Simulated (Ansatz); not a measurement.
# Response to strain in ZnTe

The parent structure is ZnTe in the zinc blende structure (space group F-43m, No. 216).

```yaml
crystal:
  lattice:
    - [0.00000, 3.05670, 3.05670]
    - [3.05670, 0.00000, 3.05670]
    - [3.05670, 3.05670, 0.00000]
  atoms:
    - { symbol: Te, position: [0.75000, 0.75000, 0.75000] }
    - { symbol: Zn, position: [0.00000, 0.00000, 0.00000] }
```

Cartesian axes are those of the cell as printed.

Strains are applied to the cell and any free atomic positions relax; under biaxial strain the out-of-plane vector relaxes too; under stress the whole cell relaxes.

The values are results of plane-wave PAW DFT at the r2SCAN level (Ansatz, an electronic-structure program, 500 eV), no SOC, not measurements.

Candidates:
(a) isotropic strain +0.30 %
(b) tensor shear ε_yz = +2.68 %
(c) biaxial strain −4.07 %, plane normal [110], relaxed out of plane
(d) strain tensor (xx, yy, zz, yz, xz, xy) = (−0.37, −3.33, +2.78, +0.36, −0.63, −0.27) %
(e) uniaxial stress, 3 GPa compression along x

Notes on the quantities. energy relative to the base: free energy F.

Problem. Order them by energy relative to the base, highest first.

Solution. (c) biaxial strain −4.07 %, plane normal [110], relaxed out of plane (+30 meV/atom), (e) uniaxial stress, 3 GPa compression along x (+25 meV/atom), (b) tensor shear ε_yz = +2.68 % (+8.7 meV/atom), (d) strain tensor (xx, yy, zz, yz, xz, xy) = (−0.37, −3.33, +2.78, +0.36, −0.63, −0.27) % (+6.6 meV/atom), (a) isotropic strain +0.30 % (+0.3 meV/atom)

Stability under load was not tested beyond the relaxation.
